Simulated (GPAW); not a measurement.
## KF (Carobbiite): G0W0 with GPAW, start to end

How does a plane-wave GW calculation on KF (Carobbiite) run from the first input to the gap?

Method: PBE and many-body steps on it, plane waves, in GPAW 26.7.0.

### Step 1. The structure

The structure is cubic, space group Fm-3m (No. 225). Conventional cell: a = 5.344 Å, b = 5.344 Å, c = 5.344 Å, α = 90.00°, β = 90.00°, γ = 90.00°. Nearest to K lie 6 F at 2.67 Å. Nearest to F lie 6 K at 2.67 Å. Farther neighbours and most contacts between anions are not listed.

The cell and positions come from the Crystallography Open Database and are kept as given unless a step says otherwise.

### Step 2. Ground state

This step: GPAW 26.7.0; DFT, PBE, plane waves, PAW.

The ground-state density comes first.

The input, run.py:

```python
import json
import numpy as np
from gpaw.mpi import world
from ase import Atoms
from gpaw import GPAW, PW, FermiDirac

atoms = Atoms(['K', 'F'],
    cell=[[0.0000000000, 2.6718500000, 2.6718500000],
      [2.6718500000, 0.0000000000, 2.6718500000],
      [2.6718500000, 2.6718500000, 0.0000000000]],
    scaled_positions=[[0.0000000000, 0.0000000000, 0.0000000000],
      [0.5000000000, 0.5000000000, 0.5000000000]],
    pbc=(True, True, True))
calc = GPAW(mode=PW(600),
    xc='PBE',
    kpts={'size': (8, 8, 8), 'gamma': True},
    occupations=FermiDirac(0.001),
    nbands=-7,
    convergence={'density': 1e-6, 'bands': -3},
    maxiter=100,
    txt='gs.txt')
atoms.calc = calc
res = {'energy': atoms.get_potential_energy()}
kpts = calc.get_ibz_k_points()
res['kpts'] = kpts
res['eigenvalues'] = [calc.get_eigenvalues(kpt=k) for k in range(len(kpts))]
res['n_electrons'] = calc.get_number_of_electrons()
calc.write('gs.gpw')

if world.rank == 0:
    with open('result.json', 'w') as f:
        json.dump(res, f, default=lambda x: x.tolist())
```

Launch:

```console
$ mpirun -n 4 gpaw python run.py
```

Log:

```text
__  _  _
 | _ |_)|_||  |
 |__||  | ||/\| - 26.7.0

Input parameters:
  mode=PW(ecut=600.0),
  convergence={'density': 1e-06, 'bands': -3},
  kpts=MonkhorstPack(size=(8, 8, 8), gamma=True),
  maxiter=100,
  nbands=-7,
  occupations=Occupations(name='fermi-dirac', width=0.001, fixmagmom=False),
  xc=XC(name='PBE')
  [... matrices ...]
Diagonalizing LCAO Hamiltonian
Converting LCAO to pw mode

               F

       K

Atoms  # Å, Bohr magnetons
|   | symbol |        x |        y |        z |    initial magnetic moments |
| 0 |      K | 0.000000 | 0.000000 | 0.000000 | ( 0.0000,  0.0000,  0.0000) |
| 1 |      F | 2.671850 | 2.671850 | 2.671850 | ( 0.0000,  0.0000,  0.0000) |

Unit cell  # Å
| periodic |        x |        y |        z |  lengths |    angles |
|      yes | 0.000000 | 2.671850 | 2.671850 | 3.778567 | 60.000000 |
|      yes | 2.671850 | 0.000000 | 2.671850 | 3.778567 | 60.000000 |
|      yes | 2.671850 | 2.671850 | 0.000000 | 3.778567 | 60.000000 |

Number of symmetries: 48
Symmetry operations  # r_c * U_cc + t_c -> r_c
|    | kind |            matrix            |
|  0 |  σ   |  1, 0, 0,  1, 0,-1,  1,-1, 0 |
|  1 |  C2  |  1, 0, 0,  1,-1, 0,  1, 0,-1 |
|  2 |  E   |  1, 0, 0,  0, 1, 0,  0, 0, 1 |
|  3 |  σ   |  1, 0, 0,  0, 0, 1,  0, 1, 0 |
|  4 |  C4  |  1, 0,-1,  1, 0, 0,  1,-1, 0 |
|  5 |  S6  |  1, 0,-1,  1,-1, 0,  1, 0, 0 |
|  6 |  σ   |  1, 0,-1,  0, 1,-1,  0, 0,-1 |
|  7 |  C3  |  1, 0,-1,  0, 0,-1,  0, 1,-1 |
|  8 |  S6  |  1,-1, 0,  1, 0, 0,  1, 0,-1 |
|  9 |  C4  |  1,-1, 0,  1, 0,-1,  1, 0, 0 |
| 10 |  C3  |  1,-1, 0,  0,-1, 1,  0,-1, 0 |
| 11 |  σ   |  1,-1, 0,  0,-1, 0,  0,-1, 1 |
| 12 |  σ   |  0, 1, 0,  1, 0, 0,  0, 0, 1 |
| 13 |  C4  |  0, 1, 0,  0, 1,-1, -1, 1, 0 |
| 14 |  C3  |  0, 1, 0,  0, 0, 1,  1, 0, 0 |
| 15 |  S6  |  0, 1, 0, -1, 1, 0,  0, 1,-1 |
| 16 |  C2  |  0, 1,-1,  1, 0,-1,  0, 0,-1 |
| 17 |  σ   |  0, 1,-1,  0, 1, 0, -1, 1, 0 |
| 18 |  S4  |  0, 1,-1,  0, 0,-1,  1, 0,-1 |
| 19 |  C4  |  0, 1,-1, -1, 1, 0,  0, 1, 0 |
| 20 |  C3  |  0, 0, 1,  1, 0, 0,  0, 1, 0 |
| 21 |  σ   |  0, 0, 1,  0, 1, 0,  1, 0, 0 |
| 22 |  S6  |  0, 0, 1,  0,-1, 1, -1, 0, 1 |
| 23 |  C4  |  0, 0, 1, -1, 0, 1,  0,-1, 1 |
| 24 |  S4  |  0, 0,-1,  1, 0,-1,  0, 1,-1 |
| 25 |  C3  |  0, 0,-1,  0, 1,-1,  1, 0,-1 |
| 26 |  C2  |  0, 0,-1,  0,-1, 0, -1, 0, 0 |
| 27 |  S6  |  0, 0,-1, -1, 0, 0,  0,-1, 0 |
| 28 |  S4  |  0,-1, 1,  1,-1, 0,  0,-1, 0 |
| 29 |  C4  |  0,-1, 1,  0, 0, 1, -1, 0, 1 |
| 30 |  C2  |  0,-1, 1,  0,-1, 0,  1,-1, 0 |
| 31 |  σ   |  0,-1, 1, -1, 0, 1,  0, 0, 1 |
| 32 |  C3  |  0,-1, 0,  1,-1, 0,  0,-1, 1 |
| 33 |  S6  |  0,-1, 0,  0, 0,-1, -1, 0, 0 |
| 34 |  S4  |  0,-1, 0,  0,-1, 1,  1,-1, 0 |
| 35 |  C2  |  0,-1, 0, -1, 0, 0,  0, 0,-1 |
| 36 |  C2  | -1, 1, 0,  0, 1, 0,  0, 1,-1 |
| 37 |  S6  | -1, 1, 0,  0, 1,-1,  0, 1, 0 |
| 38 |  S4  | -1, 1, 0, -1, 0, 1, -1, 0, 0 |
| 39 |  C3  | -1, 1, 0, -1, 0, 0, -1, 0, 1 |
| 40 |  S6  | -1, 0, 1,  0, 0, 1,  0,-1, 1 |
| 41 |  C2  | -1, 0, 1,  0,-1, 1,  0, 0, 1 |
| 42 |  C3  | -1, 0, 1, -1, 1, 0, -1, 0, 0 |
| 43 |  S4  | -1, 0, 1, -1, 0, 0, -1, 1, 0 |
| 44 |  C2  | -1, 0, 0,  0, 0,-1,  0,-1, 0 |
| 45 |  i   | -1, 0, 0,  0,-1, 0,  0, 0,-1 |
| 46 |  σ   | -1, 0, 0, -1, 1, 0, -1, 0, 1 |
| 47 |  C2  | -1, 0, 0, -1, 0, 1, -1, 1, 0 |

BZ-sampling:
  Number of BZ points: 512
  Number of IBZ points: 29

  Monkhorst-Pack size: [8, 8, 8]
  Monkhorst-Pack shift: [0.0625, 0.0625, 0.0625]

K-points  # in reciprocal-cell coordinates
|     |                                coordinates |     weight |
|   0 | (  0.00000000,   0.00000000,   0.00000000) | 0.00195312 |
|   1 | (  0.12500000,   0.12500000,   0.00000000) | 0.01171875 |
|   2 | (  0.12500000,   0.12500000,   0.12500000) | 0.01562500 |
|   3 | (  0.25000000,   0.12500000,   0.12500000) | 0.02343750 |
|   4 | (  0.25000000,   0.25000000,   0.00000000) | 0.01171875 |
|   5 | (  0.25000000,   0.25000000,   0.12500000) | 0.04687500 |
|   6 | (  0.25000000,   0.25000000,   0.25000000) | 0.01562500 |
|   7 | (  0.37500000,   0.25000000,  -0.37500000) | 0.04687500 |
|   8 | (  0.37500000,   0.25000000,   0.12500000) | 0.04687500 |
|   9 | (  0.37500000,   0.25000000,   0.25000000) | 0.04687500 |
| ... |                                            |            |
|  28 | (  0.50000000,   0.50000000,   0.50000000) | 0.00781250 |

Plane wave coefficients: 1287
Cutoff: 600.0 eV

Spin-components: 1 (collinear spins)
Bands:           15
Projectors:      10
Spin-degeneracy: 2
Datatype:        complex128

  Storage: CPU
  Wave functions: 8_651_280 bytes (2_162_820 per core)
  Projectors: 12_111_792 bytes (3_027_948 per core)
  [... matrices ...]
Parallelization:
  kpt:    4
  domain: 1
  band:   1

Density:
  Valence electrons: 16.0
  Components: 1
  Grid points: [24 24 24]
  Charge: 0.0  # |e|

Potential:
  Grid points: [24 24 24]

species:
  K:
    name:    Potassium
    Z:       19.0
    valence: 9
    core:    10
    charge:  0.0  # [|e|]
    compensation charges:
      type: gauss
      rc: 0.35  # [Å]
      lmax: 2
    cutoffs:
      filter: 1.91  # [Å]
      core: 1.27  # [Å]
    projectors
    | kind |    occ | energy [eV] | rcut [Å] |
    |   3s |  2.000 |     -35.338 |    1.122 |
    |   4s |  1.000 |      -2.319 |    1.122 |
    |   3p |  6.000 |     -18.813 |    1.106 |
    |    p |        |       8.398 |    1.106 |
    |    d |        |       0.000 |    0.937 |

    Using partial waves for K as LCAO basis

  F:
    name:    Fluorine
    Z:       9.0
    valence: 7
    core:    2
    charge:  0.0  # [|e|]
    compensation charges:
      type: gauss
      rc: 0.20  # [Å]
      lmax: 2
    cutoffs:
      filter: 1.14  # [Å]
      core: 0.74  # [Å]
    projectors
    | kind |    occ | energy [eV] | rcut [Å] |
    |   2s |  2.000 |     -29.898 |    0.635 |
    |   2p |  5.000 |     -11.110 |    0.635 |
    |    s |        |      -2.687 |    0.635 |
    |    p |        |      16.102 |    0.635 |
    |    d |        |       0.000 |    0.635 |

    Using partial waves for F as LCAO basis

Reference energy: -19096.334004  # eV

eigensolver:
  PPCG
  Converge bands: -3
  niter=2

density mixing:
  MSR1-Mixer
  Pratt-step length: 0.05
  Maximum mixing coefficient: 0.75
  Old densities: 10
  SVD Regularization: 0.005
  Good broyden scale: 1.0
  Trust region scale: 1.0
  Backstep threshold: 4.0
  History deletion threshold: 6.0
  Fourier metric: weight=20.0, sigma=0.015

occupation numbers:
  Fermi-Dirac:
    width: 0.0010  # eV

poisson solver:
  ecut: 4800.0  # eV

xc functional:
  name: PBE with 2 nearest neighbor stencil

Initialization done in: 1.877 s

convergence criteria:
- Maximum integral of absolute [dens]ity change: 1e-06 electrons / valence electron
- Maximum [total energy] change in last 3 cyles: 0.0005 eV / valence electron
- Maximum integral of absolute [eigenst]ate change: 4e-08 eV^2 / valence electron
maximum number of iterations: 100

SCF iterations
|iter     |     time |      energy | eigst |  dens |
|iter:   1|  |   -9.093235 | +2.41 |       |
|iter:   2|  |   -8.913417 | +1.01 | -1.17 |
|iter:   3|  |   -8.391372 | +0.06 | -1.21 |
|iter:   4|  |   -8.388634 | -1.09 | -1.53 |
|iter:   5|  |   -8.394802c| -1.59 | -1.80 |
|iter:   6|  |   -8.395294c| -3.17 | -2.50 |
|iter:   7|  |   -8.395348c| -4.05 | -3.16 |
|iter:   8|  |   -8.395356c| -4.78 | -3.63 |
|iter:   9|  |   -8.395356c| -5.87 | -4.86 |
|iter:  10|  |   -8.395356c| -6.52 | -5.18 |
|iter:  11|  |   -8.395356c| -7.06 | -6.42c|
|iter:  12|  |   -8.395356c| -7.65c| -7.03c|

Converged in 12 steps
SCF loop duration: 3.003 s (0.250 s/step)
Energy contributions relative to reference atoms: (reference = -19096.334004)
  [... matrices ...]
Energy contributions:
  Kinetic:           7.045445
  Coulomb:          -5.612990
  Zero:             -0.449763
  External:          0.000000
  Xc:               -9.378047
  Entropy:          -0.000000
  Spinorbit:         0.000000
  ----------------------------
  Free energy:      -8.395356
  Extrapolated:     -8.395356

dipole moment: (-19.464443, -19.464443, -19.464443)  # |e|*Ang

Fermi level: 1.443
Eigenvalues  # (at kpt = [0.000, 0.000, 0.000])
| band index |      eig [eV] | occ [0-2] |
|          0 |       -26.447 |     2.000 |
|          1 |       -19.021 |     2.000 |
|          2 |        -9.732 |     2.000 |
|          3 |        -9.732 |     2.000 |
|          4 |        -9.732 |     2.000 |
|          5 |        -0.351 |     2.000 |
|          6 |        -0.351 |     2.000 |
|          7 |        -0.351 |     2.000 |
|          8 |         5.830 |     0.000 |
|          9 |        10.304 |     0.000 |
|         10 |        10.304 |     0.000 |
|         11 |        10.304 |     0.000 |
|         12 |        11.909 |     0.000 |
|         13 |        11.909 |     0.000 |
|         14 |        16.538 |     0.000 |

Gap: 6.182 eV
Transition (v -> c):
  (s=0, k=0, n=7, [0.00, 0.00, 0.00]) -> (s=0, k=0, n=8, [0.00, 0.00, 0.00])
No difference between direct/indirect transitions
# Writing to gs.gpw (mode='')
  [... matrices ...]
```

The job ended after 6.6 s (4 MPI ranks of Intel Xeon Platinum 8488C (Sapphire Rapids), shared host; peak memory 0.67 GiB).

Numbers from this step:

- total energy: -8.395 eV
- gap: 6.182 eV
- k of the valence top: 0, 0, 0
- k of the conduction bottom: 0, 0, 0
- least direct gap: 6.182 eV

The gap is direct, at Γ.

### Step 3. Bands along the symmetry lines

Levels along a band path, at the cheap level, show where the edges lie and whether the meshes to come will hold them.

The input, run.py:

```python
import json
import numpy as np
from gpaw.mpi import world
from gpaw import GPAW

path = [[0.000000, 0.000000, 0.000000],
    [0.062500, 0.000000, 0.062500],
    [0.125000, 0.000000, 0.125000],
    [0.187500, 0.000000, 0.187500],
    [0.250000, 0.000000, 0.250000],
    [0.312500, 0.000000, 0.312500],
    [0.375000, 0.000000, 0.375000],
    [0.437500, 0.000000, 0.437500],
    [0.500000, 0.000000, 0.500000],
    [0.515625, 0.031250, 0.515625],
    [0.531250, 0.062500, 0.531250],
    [0.546875, 0.093750, 0.546875],
    [0.562500, 0.125000, 0.562500],
    [0.578125, 0.156250, 0.578125],
    [0.593750, 0.187500, 0.593750],
    [0.609375, 0.218750, 0.609375],
    [0.625000, 0.250000, 0.625000],
    [0.375000, 0.375000, 0.750000],
    [0.328125, 0.328125, 0.656250],
    [0.281250, 0.281250, 0.562500],
    [0.234375, 0.234375, 0.468750],
    [0.187500, 0.187500, 0.375000],
    [0.140625, 0.140625, 0.281250],
    [0.093750, 0.093750, 0.187500],
    [0.046875, 0.046875, 0.093750],
    [0.000000, 0.000000, 0.000000],
    [0.062500, 0.062500, 0.062500],
    [0.125000, 0.125000, 0.125000],
    [0.187500, 0.187500, 0.187500],
    [0.250000, 0.250000, 0.250000],
    [0.312500, 0.312500, 0.312500],
    [0.375000, 0.375000, 0.375000],
    [0.437500, 0.437500, 0.437500],
    [0.500000, 0.500000, 0.500000],
    [0.500000, 0.468750, 0.531250],
    [0.500000, 0.437500, 0.562500],
    [0.500000, 0.406250, 0.593750],
    [0.500000, 0.375000, 0.625000],
    [0.500000, 0.343750, 0.656250],
    [0.500000, 0.312500, 0.687500],
    [0.500000, 0.281250, 0.718750],
    [0.500000, 0.250000, 0.750000],
    [0.500000, 0.218750, 0.718750],
    [0.500000, 0.187500, 0.687500],
    [0.500000, 0.156250, 0.656250],
    [0.500000, 0.125000, 0.625000],
    [0.500000, 0.093750, 0.593750],
    [0.500000, 0.062500, 0.562500],
    [0.500000, 0.031250, 0.531250],
    [0.500000, 0.000000, 0.500000]]
calc = GPAW('gs.gpw').fixed_density(kpts=path,
    symmetry='off',
    nbands=18,
    convergence={'bands': 14},
    txt='bands.txt')
res = {}
kpts = calc.get_ibz_k_points()
res['kpts'] = kpts
res['eigenvalues'] = [calc.get_eigenvalues(kpt=k) for k in range(len(kpts))]
res['n_electrons'] = calc.get_number_of_electrons()

if world.rank == 0:
    with open('result.json', 'w') as f:
        json.dump(res, f, default=lambda x: x.tolist())
```

Launch:

```console
$ mpirun -n 4 gpaw python run.py
```

Log:

```text
Diagonalizing LCAO Hamiltonian
Converting LCAO to pw mode
convergence criteria:
- Maximum integral of absolute [eigenst]ate change: 4e-08 eV^2 / valence electron
maximum number of iterations: 100

SCF iterations
|iter     |     time |      energy | eigst |  dens |
|iter:   1|  |             | +2.67 |       |
|iter:   2|  |             | +1.68 |       |
|iter:   3|  |             | +0.32 |       |
|iter:   4|  |             | -1.38 |       |
|iter:   5|  |             | -3.09 |       |
|iter:   6|  |             | -4.77 |       |
|iter:   7|  |             | -6.40 |       |
|iter:   8|  |             | -7.65c|       |
SCF steps: 8
  __  _  _
 | _ |_)|_||  |
 |__||  | ||/\| - 26.7.0

Input parameters:
  mode=PW(ecut=600.0),
  convergence={'bands': 14},
  gpts=array([24, 24, 24]),
  kpts=KPoints(kpts=array([[0.      , 0.      , 0.      ],
         [0.0625  , 0.      , 0.0625  ],
         [0.125   , 0.      , 0.125   ],
         [0.1875  , 0.      , 0.1875  ],
[...]
[0.515625, 0.03125 , 0.515625],
[...]
[0.546875, 0.09375 , 0.546875],
[...]
[0.578125, 0.15625 , 0.578125],
[...]
[0.609375, 0.21875 , 0.609375],
[...]
[0.328125, 0.328125, 0.65625 ],
[...]
[0.234375, 0.234375, 0.46875 ],
[...]
[0.140625, 0.140625, 0.28125 ],
[...]
[0.046875, 0.046875, 0.09375 ],
[...]
[0.5     , 0.0625  , 0.5625  ],
         [0.5     , 0.03125 , 0.53125 ],
         [0.5     , 0.      , 0.5     ]])),
  maxiter=100,
  nbands=18,
  occupations=Occupations(name='fermi-dirac', width=0.001, fixmagmom=False),
  parallel={},
  symmetry=Symmetry(point_group=False, time_reversal=False),
  xc=XC(name='PBE')
  [... matrices ...]
timing:  # [seconds]
  Total: 0.033  # ━━━━━━━━━━━━━━━━━━━━━━━━━━━━━━━━━━━━━━━━━━━━━━━━━━━━━━━━━━━
```

It took 6.4 s on 4 MPI ranks; peak memory 0.7 GiB.

This step gave:

- gap: 6.182 eV
- k of the valence top: 0, 0, 0
- k of the conduction bottom: 0, 0, 0
- least direct gap: 6.182 eV

The gap is 6.182 eV, as in the run before at this level.

Electronic bands along the path, in eV, zero at the top of the highest filled band; v1 is the highest filled band, c1 the lowest empty one:

| point | v4 | v3 | v2 | v1 | c1 | c2 | c3 | c4 |
| --- | --- | --- | --- | --- | --- | --- | --- | --- |
| Γ | -9.38 | 0.00 | 0.00 | 0.00 | 6.18 | 10.66 | 10.66 | 10.66 |
| halfway | -9.48 | -0.49 | -0.05 | -0.05 | 7.98 | 9.17 | 12.07 | 12.07 |
| X | -9.59 | -0.21 | -0.06 | -0.06 | 8.22 | 10.30 | 11.80 | 13.44 |
| halfway | -9.57 | -0.21 | -0.14 | -0.10 | 8.43 | 10.52 | 11.40 | 13.45 |
| U | -9.53 | -0.34 | -0.20 | -0.19 | 8.96 | 10.71 | 11.04 | 13.45 |
| jump to K | -9.53 | -0.34 | -0.20 | -0.19 | 8.96 | 10.71 | 11.04 | 13.45 |
| halfway | -9.39 | -0.54 | -0.27 | -0.08 | 8.23 | 9.82 | 11.59 | 11.68 |
| Γ | -9.38 | 0.00 | 0.00 | 0.00 | 6.18 | 10.66 | 10.66 | 10.66 |
| halfway | -9.40 | -0.44 | -0.18 | -0.18 | 7.69 | 10.08 | 11.36 | 11.36 |
| L | -9.42 | -0.79 | -0.34 | -0.34 | 9.08 | 10.59 | 12.00 | 12.00 |
| halfway | -9.45 | -0.57 | -0.28 | -0.26 | 9.41 | 10.08 | 11.63 | 12.62 |
| W | -9.47 | -0.40 | -0.17 | -0.17 | 9.73 | 9.73 | 11.16 | 13.31 |
| halfway | -9.53 | -0.23 | -0.21 | -0.10 | 8.64 | 10.69 | 11.03 | 13.43 |
| X | -9.59 | -0.21 | -0.06 | -0.06 | 8.22 | 10.30 | 11.80 | 13.44 |

The electronic bands as a text plot (rows in eV, shown from -8.0 to 12.2 only):

```
   11.8 |    +++  ++++++   ++++++++         ++++++++++++       ++
   10.9 |++++          ++++      +++++++++++     +++    +++++++
   10.1 |  ++      ++++    ++++++++++    ++++++++   +++++++++  ++
    9.2 |    +++  +       ++++++                +++++++++  ++
    8.4 |     ++++++++++++      +            +++             ++++
    7.6 |    +                   ++         +
    6.7 | +++                      +++   +++
    5.9 |+                            +++
    5.0 |
    4.2 |
    3.4 |
    2.5 |
    1.7 |
    0.8 |
    0.0 |********************************************************
   -0.9 |     ****         ******           *************
   -1.7 |
   -2.5 |
   -3.4 |
   -4.2 |
   -5.1 |
   -5.9 |
   -6.7 |
   -7.6 |
         Γ           X  U|K            Γ         L        W     X
```

### Step 4. Empty states on the mesh, 6×6×6 mesh, 210 bands

The sums over transitions need many empty states on a uniform mesh; this step solves for them.

The input, run.py:

```python
import json
import numpy as np
from gpaw.mpi import world
from gpaw import GPAW

calc = GPAW('gs.gpw').fixed_density(kpts={'size': (6, 6, 6), 'gamma': True},
    parallel={'domain': 1, 'band': 1},
    txt='nscf.txt')
calc.diagonalize_full_hamiltonian(nbands=210)
calc.write('full.gpw', mode='all')
res = {}
kpts = calc.get_ibz_k_points()
res['kpts'] = kpts
res['eigenvalues'] = [calc.get_eigenvalues(kpt=k) for k in range(len(kpts))]
res['n_electrons'] = calc.get_number_of_electrons()

if world.rank == 0:
    with open('result.json', 'w') as f:
        json.dump(res, f, default=lambda x: x.tolist())
```

Launch:

```console
$ mpirun -n 4 gpaw python run.py
```

Log:

```text
Diagonalizing LCAO Hamiltonian
Converting LCAO to pw mode
convergence criteria:
- Maximum integral of absolute [eigenst]ate change: 4e-08 eV^2 / valence electron
maximum number of iterations: 100

SCF iterations
|iter     |     time |      energy | eigst |  dens |
|iter:   1|  |             | +2.36 |       |
|iter:   2|  |             | +1.43 |       |
|iter:   3|  |             | +0.25 |       |
[...]
|iter:  10|  |             | -5.87 |       |
|iter:  11|  |             | -6.57 |       |
|iter:  12|  |             | -7.40c|       |
SCF steps: 12
  __  _  _
 | _ |_)|_||  |
 |__||  | ||/\| - 26.7.0

Input parameters:
  mode=PW(ecut=600.0),
  convergence={'density': 1e-06, 'bands': -3},
  gpts=array([24, 24, 24]),
  kpts=MonkhorstPack(size=(6, 6, 6), gamma=True),
  maxiter=100,
  nbands=15,
  occupations=Occupations(name='fermi-dirac', width=0.001, fixmagmom=False),
  parallel={'domain': 1, 'band': 1},
  xc=XC(name='PBE')
Matrix size: 1303x1303
# Writing to full.gpw (mode='all')
  [... matrices ...]

timing:  # [seconds]
  Total: 5.872  # ━━━━━━━━━━━━━━━━━━━━━━━━━━━━━━━━━━━━━━━━━━━━━━━━━━━━━━━━━━━
```

It took 11 s on 4 MPI ranks; peak memory 1.3 GiB; 42 s of CPU time.

This step gave:

```
gap                                                           : 6.182 eV
k of the valence top                                          : 0, 0, 0
k of the conduction bottom                                    : 0, 0, 0
least direct gap                                              : 6.182 eV
k points computed                                             : 16
lowest point of the top converged band, above the valence top : 168.1945 eV
```

On this mesh the gap is 6.182 eV.

(Continued in part 2 of 2.)

[Paths, hosts, dates, memory and timing lines, banners, echoed tables and standing remarks are left out of the program output.]

[Logs are printed without paths, hosts, clocks, repeated set-up lines and the standing remarks that a program may print on its own settings, such as how far it seeks lower states.]

[Runs of the session that timed out or met a known fault of the program may be left out.]

[Hosts, paths, dates, database ids (printed as entryN), source tags and the programs' standing remarks are cut or masked in the printed files.]
